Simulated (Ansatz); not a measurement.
## TiPbO₃: relaxation (Ansatz)

The input file (Ansatz 0.2.0, plane waves):

```yaml
crystal:
  lattice:
    - [3.9184813, 0.0, 0.0]
    - [0.0, 3.9184813, 0.0]
    - [0.0, 0.0, 4.17042099]
  atoms:
    - { symbol: Pb, position: [0.0, 0.0, 0.0] }
    - { symbol: Ti, position: [0.5, 0.5, 0.5382] }
    - { symbol: O, position: [0.5, 0.5, 0.113] }
    - { symbol: O, position: [0.5, 0.0, 0.615] }
    - { symbol: O, position: [0.0, 0.5, 0.615] }
  symmetry: { tolerance: 0.0003 }
kpoints:
  mp_grid: { grid: [7, 7, 6], shift: [0, 0, 0] }
magnetization:
  spin_polarized: false
scf:
  occupations: { method: fermi_dirac }
  lower_state_search: "off"
hamiltonian:
  pseudopotentials: { kind: paw }
  xc: r2scan
basis:
  ecutwfc: 500
  fft_grid_basis: typed
relax:
  max_steps: 40
  cell: { p_target: 5.0 }
output:
  forces: true
  stress: true
  eigenvalues: true
  bader: true
  populations: true
  elf: true
  write_potential: true
  volumetric_format: npy
  dos:
    e_range: [-12, 8]
    de: 0.05
    projected: { site_lists: { O: [O], Pb: [Pb], Ti: [Ti] } }
  write_density: true
checkpoint:
  read: saved_state
```

The command:

```bash
ansatz run input.yaml --threads 2 --pin off --max-ram 3584MiB --backend cpu --events-out ev --progress --plain --runs-dir out
```

Origin of the cell: a database entry, scaled a little.

The smearing width isn't typed, so it takes its default of 0.1 eV.

The saved state is a converged single point of the same cell.

Excerpt of the output:

```
SCF iter   1: F=-16135.884798 eV  HF=-16135.880951 eV  Δρ=9.09e-4  dr2=1.65e-4  dr2_τ=3.16e-3
SCF iter   2: F=-16135.885004 eV  HF=-16135.884883 eV  Δρ=4.62e-4  dr2=2.91e-5  dr2_τ=5.88e-5
SCF iter   3: F=-16135.885008 eV  HF=-16135.884981 eV  Δρ=2.22e-4  dr2=8.60e-6  dr2_τ=1.26e-5
SCF iter   4: F=-16135.885010 eV  HF=-16135.885010 eV  Δρ=4.35e-5  dr2=1.26e-6  dr2_τ=1.47e-7
SCF iter   5: F=-16135.885010 eV  HF=-16135.885010 eV  Δρ=2.50e-5  dr2=3.40e-7  dr2_τ=8.20e-8
SCF iter   6: F=-16135.885010 eV  HF=-16135.885010 eV  Δρ=1.25e-5  dr2=6.61e-8  dr2_τ=2.54e-8
relax step   1: F+E_penalty+E_count = -16135.885010 eV  Δ(F+E_penalty+E_count) = +0.000e0 eV  max|allowed force component| = 1.469e-1 eV/Å  Δτ_max = 0.0000 Å  P = -1.690 GPa  Ω = 64.035 Å³  ( […]
relax step   2: F+E_penalty+E_count = -16135.829809 eV  Δ(F+E_penalty+E_count) = +5.520e-2 eV  max|allowed force component| = 4.253e-1 eV/Å  Δτ_max = 0.0457 Å  P = +6.626 GPa  Ω = 60.684 Å³ […]
relax step   3: F+E_penalty+E_count = -16135.861154 eV  Δ(F+E_penalty+E_count) = -3.134e-2 eV  max|allowed force component| = 1.254e-1 eV/Å  Δτ_max = 0.0212 Å  P = +4.911 GPa  Ω = 61.451 Å³ […]
relax step   4: F+E_penalty+E_count = -16135.860772 eV  Δ(F+E_penalty+E_count) = +3.820e-4 eV  max|allowed force component| = 1.727e-1 eV/Å  Δτ_max = 0.0112 Å  P = +4.804 GPa  Ω = 61.410 Å³ […]
relax step   5: F+E_penalty+E_count = -16135.850196 eV  Δ(F+E_penalty+E_count) = +1.058e-2 eV  max|allowed force component| = 4.299e-1 eV/Å  Δτ_max = 0.0232 Å  P = +4.022 GPa  Ω = 61.209 Å³ […]
relax step   6: F+E_penalty+E_count = -16135.855092 eV  Δ(F+E_penalty+E_count) = +5.681e-3 eV  max|allowed force component| = 2.428e-2 eV/Å  Δτ_max = 0.0113 Å  P = +4.934 GPa  Ω = 61.173 Å³ […]
relax step   7: F+E_penalty+E_count = -16135.851427 eV  Δ(F+E_penalty+E_count) = +3.664e-3 eV  max|allowed force component| = 9.969e-3 eV/Å  Δτ_max = 0.0059 Å  P = +5.105 GPa  Ω = 61.038 Å³ […]
relax step   8: F+E_penalty+E_count = -16135.850041 eV  Δ(F+E_penalty+E_count) = +1.386e-3 eV  max|allowed force component| = 3.784e-3 eV/Å  Δτ_max = 0.0054 Å  P = +4.975 GPa  Ω = 60.980 Å³ […]
relax step   9: F+E_penalty+E_count = -16135.848690 eV  Δ(F+E_penalty+E_count) = +1.352e-3 eV  max|allowed force component| = 1.905e-3 eV/Å  Δτ_max = 0.0022 Å  P = +5.007 GPa  Ω = 60.935 Å³ […]
relax step  10: F+E_penalty+E_count = -16135.847073 eV  Δ(F+E_penalty+E_count) = +1.617e-3 eV  max|allowed force component| = 1.330e-3 eV/Å  Δτ_max = 0.0000 Å  P = +5.024 GPa  Ω = 60.935 Å³  stress off target by 2.93e-2 GPa […]
SCF 10 converged in 7 iterations: F = -16135.847073 eV  dr2 = 4.28e-12
basis re-selected at this cell: Δ(F+E_penalty+E_count) = +1.617e-3 eV, ΔP = +0.017 GPa vs the last step (what re-selecting the basis moved, of the pressure what is left beyond the Pulay corre […]
SCF converged after 7 iterations
Free energy (F): -16135.847073 eV
Harris-Foulkes:  -16135.847073 eV  (|F-HF|=3.64e-12)
Internal energy: -16135.847070 eV  (E = F + TS)
E sigma→0 (E₀):  -16135.847072 eV
Entropy (-TS):   -0.000003 eV (-0.001 meV/atom)
Fermi energy:    11.685218 eV
--- Per-component energies (eV) ---
  E_band       = -188.786841
  E_kinetic    = 1091.876994
  E_local      = -2603.761059  (includes V_loc(G=0)·N_el)
  E_nonlocal   = 495.323424
  E_hartree    = 1005.856028
  E_xc         = -526.230485
  E_vxc        = -600.836125  (∫ρ·V_xc dr)
  E_paw        = -11963.774305  (= ΣΔE_a)
  E_vpaw       = -623.021502  (= ΣTr[D̂ρ^β])
  E_aug_tail   = 0.003244  (compensation charges beyond the density's cutoff)
  E_vtau       = 39.916098  (kinetic-family band-sum trace: ∫τ·v_τ [+ j·A + Jᵃ·Aᵃ] dr)
  E_ewald      = -3635.757133
  E_core_change = 0.616223  (= ΣΔE_core)
  E_smearing   = -0.000003  (= −TS)
  Σ components = -16135.847073   (vs F -16135.847073, Δ=0.00e0)
--- Forces (eV/Å), atoms counted from 1 ---
  atom   1  Pb     0.000000    -0.000000     0.000730
  atom   2  Ti     0.000000    -0.000000     0.001226
  atom   3  O     -0.000000    -0.000000     0.000498
  atom   4  O     -0.000000     0.000000    -0.001398
  atom   5  O      0.000000     0.000000    -0.001398
  max |Σ_I F_I| component: 3.41e-4 eV/Å
--- Stress (GPa, compression-positive) ---
        5.020985       0.000000      -0.000000
        0.000000       5.020985       0.000000
       -0.000000       0.000000       5.029299
  P = ⅓ Tr σ = 5.0238 GPa (50.238 kbar)
--- Relaxed structure (9 steps of the walk, 8 accepted, 1 SCFs on fresh bases) ---
  F+E_penalty+E_count = -16135.847073 eV   max|allowed force component| = 1.330e-3 eV/Å   (the final SCF, on the basis selected at the relaxed cell)
  cell:  # Å, volume = 60.9354 Å³
    - [3.875238, 0.0, -2.419e-17]
    - [0.0, 3.875238, 0.0]
    - [-2.574e-17, 0.0, 4.057634]
  atoms:
    - { symbol: Pb, position: [2.227e-18, 0.0, 0.010773] }
    - { symbol: Ti, position: [0.500000, 0.500000, 0.542103] }
    - { symbol: O, position: [0.500000, 0.500000, 0.102527] }
    - { symbol: O, position: [0.500000, 0.0, 0.612899] }
    - { symbol: O, position: [-4.345e-19, 0.500000, 0.612899] }
--- Löwdin populations: 5 sites ---
  site symbol       q [e]
     0     Pb     12.9876
     1     Ti     10.6273
     2      O      6.7049
     3      O      6.7570
     4      O      6.7570
  spilling = 0.003775 (of n_electrons = 44.000000)
--- Bader charges: 5 sites ---
  site symbol  charge [e]  shift [e]
     0     Pb      1.4389     0.0001
     1     Ti      2.3144     0.0051
     2      O     -1.2174     0.0028
     3      O     -1.2680     0.0011
     4      O     -1.2680     0.0011
  estimated error of the sums over rays = 5.6e-4 e
```

The starting structure.

Space group P4mm (No. 99); the run's cell has a = 3.918 Å, b = 3.918 Å, c = 4.170 Å, α = 90.00°, β = 90.00°, γ = 90.00°. Shortest distances: O–Ti 1.77 Å, O–Pb 2.53 Å, O–O 2.77 Å, Pb–Ti 3.37 Å.

After:

Space group P4mm (No. 99); the run's cell has a = 3.875 Å, b = 3.875 Å, c = 4.058 Å, α = 90.00°, β = 90.00°, γ = 90.00°. Shortest distances: O–Ti 1.78 Å, O–Pb 2.52 Å, O–O 2.74 Å, Pb–Ti 3.34 Å.

```yaml
Enthalpy_lowered_by: 11.8 meV/atom
Volume_change: -4.84 %
Final_pressure: 5.02 GPa
Relaxation_steps_listed: 10
```

Caveats: no spin-orbit coupling, though heavy elements are present; the relaxation held the start's symmetry, so the end may be a saddle point.

The run took 110 s on 2 threads of Arm Neoverse V2, with other jobs on the host, peak memory 0.49 GiB, from a saved density.
